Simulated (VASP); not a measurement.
Runs of VASP 6.6.1 on MnF2. It takes space group P4_2/mnm (No. 136, tetragonal). Conventional cell: a = 4.874 Å, b = 4.874 Å, c = 3.311 Å, α = 90.00°, β = 90.00°, γ = 90.00°. Around Mn (site symmetry mmm) lie 6 F at 2.10 to 2.13 Å. F (site symmetry m2m) is surrounded by 3 Mn at 2.10 to 2.13 Å. 

```tsv
task	potentials or basis	cell	k mesh	cutoff (eV)	smearing	gap on the mesh (eV)	pressure (GPa)	moment (μB)	relaxed volume (Å³/atom)	largest force (eV/Å)
band structure	VASP PAW PBE potentials, release 64 (Mn_pv, F)	as given	6 × 6 × 8	520	fermi-dirac 0.05 eV	1.12	3.7	10.00	-	0.04
relaxation of cell and atoms	VASP PAW PBE potentials, release 64 (Mn, F)	relaxed	5 × 5 × 6	580	fermi-dirac 0.05 eV	1.25	0.0	10.00	13.60	-
single point	VASP PAW PBE potentials, release 64 (Mn_pv, F)	as given	6 × 6 × 8	520	gaussian 0.015 eV	1.12	3.7	10.00	-	0.04
relaxation of cell and atoms	VASP PAW PBE potentials, release 64 (Mn_pv, F)	relaxed	5 × 5 × 6	600	fermi-dirac 0.05 eV	(b)	0.0	10.00	13.63	-
band structure	VASP PAW PBE potentials, release 64 (Mn_sv_GW, F_GW)	as given	5 × 5 × 6	600	fermi-dirac 0.05 eV	1.09	2.7	10.00	-	0.04
relaxation of cell and atoms	VASP PAW PBE potentials, release 64 (Mn_sv_GW, F_GW)	relaxed	5 × 5 × 6	680	fermi-dirac 0.05 eV	(a)	0.0	10.00	13.56	-
relaxation of cell and atoms	VASP PAW PBE potentials, release 64 (Mn_GW, F_GW)	relaxed	5 × 5 × 6	630	fermi-dirac 0.05 eV	1.25	0.0	10.00	(c)	-
band structure	VASP PAW PBE potentials, release 64 (Mn, F)	as given	6 × 6 × 8	500	fermi-dirac 0.05 eV	1.17	3.2	10.00	-	0.04
band structure	VASP PAW PBE potentials, release 64 (Mn_GW, F_GW)	as given	6 × 6 × 8	550	fermi-dirac 0.05 eV	1.17	-	10.00	-	0.04
```

Alike in all rows: level PBE; spin collinear, ferromagnetic start.

Estimate the missing entries.

(a) 1.16; (b) 1.21; (c) 13.55.

Caveats: only a ferromagnetic start was run, and an antiferromagnetic order may lie lower in energy; an odd mesh through Γ misses points on the zone boundary, where band edges often lie (some runs); the cutoff is under 1.25 times the usual one of these potentials, so pressure, stress and relaxed cells hold a basis-set (Pulay) error (some runs).

The runs don't all hold the same shells in valence.
